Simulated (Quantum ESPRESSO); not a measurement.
## AlN: relaxation of cell and atoms with PBE

The system is AlN.

```
Al N
1.0
     0.00000    2.18399    2.18399
     2.18399    0.00000    2.18399
     2.18399    2.18399    0.00000
Al N
1 1
Direct
  0.00000 0.00000 0.00000
  0.25000 0.25000 0.25000
```

Measurements of this composition are mostly on another form, of space group No. 186.

```yaml
Program: Quantum ESPRESSO 7.5
Task: relaxation of cell and atoms
Functional: PBE
Potentials_or_basis: SSSP 1.3 efficiency PBE
Cutoff: 939 eV
Density_cutoff: 7510 eV
k_mesh: 10 × 10 × 10
Occupations: fermi-dirac, width 0.05 eV
Spin: no spin polarisation
Target_pressure: 2 GPa
Mixing_beta: 0.5
Most_SCF_iterations: 120
SCF_threshold: 4e-10 Ry
Most_ionic_steps: 40
Forc_conv_thr: 0.0004 Ry/bohr
Etot_conv_thr: 1e-05 Ry
Ion_dynamics: bfgs
Cell_dynamics: bfgs
Press_conv_thr: 0.3 kbar
```

* Relaxed volume: 10.57 Å³/atom
* Relaxed cell: a = 3.104 Å, b = 3.104 Å, c = 3.104 Å, α = 60.00°, β = 60.00°, γ = 60.00°
* Space group after relaxing (to 0.05 Å): F-43m (No. 216)
* Energy change on relaxing (the enthalpy is what falls): -3.5 meV/atom
* Ionic steps: 3
* Pressure after relaxing: 2.0 GPa
* Band gap on the k mesh: 3.31 eV, indirect (least direct gap 4.08 eV)

The path:
```tsv
step	energy change (eV)	largest force (eV/Å)	pressure (GPa)	volume (Å³)
1	0.0000	0.0000	5.12	20.83
2	-0.0071	0.0000	1.81	21.17
3	-0.0069	0.0000	1.99	21.15
```

Final structure:
```yaml
crystal:
  lattice:
    - [0.00000, 2.19489, 2.19489]
    - [2.19489, 0.00000, 2.19489]
    - [2.19489, 2.19489, 0.00000]
  atoms:
    - { symbol: Al, position: [0.00000, 0.00000, 0.00000] }
    - { symbol: N, position: [0.25000, 0.25000, 0.25000] }
```

Levels at points of the mesh, in eV from the valence-band top:
```
             k point  band 2  band 3  band 4  band 5  band 6  band 7
  (0.00, 0.00, 0.00)    0.00    0.00    0.00    4.08   12.42   12.42
 (0.00, 0.00, -0.50)   -5.79   -0.48   -0.48    7.25    9.77   11.06
(0.00, -0.50, -0.50)   -4.86   -1.76   -1.76    3.31    8.53   13.76
```

Run time: 71 s on 1 thread of Arm Neoverse V1 (shared host), peak memory 0.16 GiB.

A k mesh can miss the band edges. A hybrid or GW would open this gap; PBE tends to underestimate it.
